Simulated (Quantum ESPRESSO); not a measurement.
The system is HgTe (Coloradoite).

```
CELL_PARAMETERS angstrom
0.00000 3.21450 3.21450
3.21450 0.00000 3.21450
3.21450 3.21450 0.00000
ATOMIC_POSITIONS crystal
Hg 0.00000 0.00000 0.00000
Te 0.75000 0.75000 0.75000
```

Base run:

- Program: Quantum ESPRESSO 7.5
- Functional: revPBE
- Potentials or basis: PseudoDojo 0.4.1 SR PBE standard
- Cutoff: 1088 eV
- Density cutoff: 4354 eV
- k mesh: 7 × 7 × 7
- Occupations: fermi-dirac, width 0.05 eV
- Spin: no spin polarisation

Its results: band gap on the k mesh none (metal or under the smearing width); pressure 5.9 GPa.

The run is repeated on the same cell with these changes: functional from revPBE to BLYP. What comes out?

Band gap on the k mesh none (metal or under the smearing width); pressure 7.9 GPa.

Caveats: the potentials were made for another functional, which shifts forces and pressure; spin-orbit coupling is left out, which moves the levels of the heavy elements.
